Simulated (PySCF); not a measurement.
C2H2Cl2.
Cartesian coordinates in Å at the PBE0-D3(BJ)/def2-SVP level; atoms count from 1:
```
atom  x, y, z in Å
Cl1    2.119    0.347   -0.001
C2     0.556   -0.368    0.001
C3    -0.556    0.368   -0.001
Cl4   -2.119   -0.347    0.001
H5     0.546   -1.460    0.005
H6    -0.546    1.460   -0.005
```

Method: PySCF 2.14.0, PBE0-D3(BJ)/def2-SVP geometry optimisation, gas phase.

Take the most abundant isotopes and a rigid rotor. 

Q: What are A, B and C (GHz)?

A: Ia = 9.51, Ib = 328.60, Ic = 338.11 u·Å²; 505379 MHz·u·Å²/I gives 53133, 1538 and 1495 MHz, that is A = 53.133, B = 1.5380, C = 1.4947 GHz.

Q: Classify the top.

A: A near-prolate asymmetric top: κ = (2 × 1538 − 53133 − 1495)/(53133 − 1495) = -1.00.

Q: What does the inertial defect say?

A: Planar: Δ = Ic − Ia − Ib = 0.00 u·Å². For a rigid frame Δ = −2 Σ m c², so it vanishes when all atoms lie in the ab plane; here none is more than 0.01 Å from it.

Q: List the rotational levels J(Ka,Kc) to J = 4 (K).

A: Above 0(0,0), as E/k:
J = 1: 1(0,1) 0.146, 1(1,1) 2.622, 1(1,0) 2.624
J = 2: 2(0,2) 0.437, 2(1,2) 2.911, 2(1,1) 2.917, 2(2,1) 10.346, 2(2,0) 10.346
J = 3: 3(0,3) 0.873, 3(1,3) 3.344, 3(1,2) 3.357, 3(2,2) 10.782, 3(2,1) 10.782, 3(3,1) 23.168, 3(3,0) 23.168
J = 4: 4(0,4) 1.455, 4(1,4) 3.922, 4(1,3) 3.943, 4(2,3) 11.364, 4(2,2) 11.364, 4(3,2) 23.750, 4(3,1) 23.750, 4(4,1) 41.091, 4(4,0) 41.091

The point group C2h allows no dipole (computed: 0.00 D), so a rigid rotor has no electric-dipole lines.

Not checked by PBE0-D3(BJ)/def2-SVP frequencies. No vibrational averaging or centrifugal distortion is included, and the geometry carries the error of its method. Quadrupole hyperfine structure (35Cl) is left out.

The run took 11 s wall on one thread of an Arm Neoverse N1 (shared host). These figures are those of the optimisation.
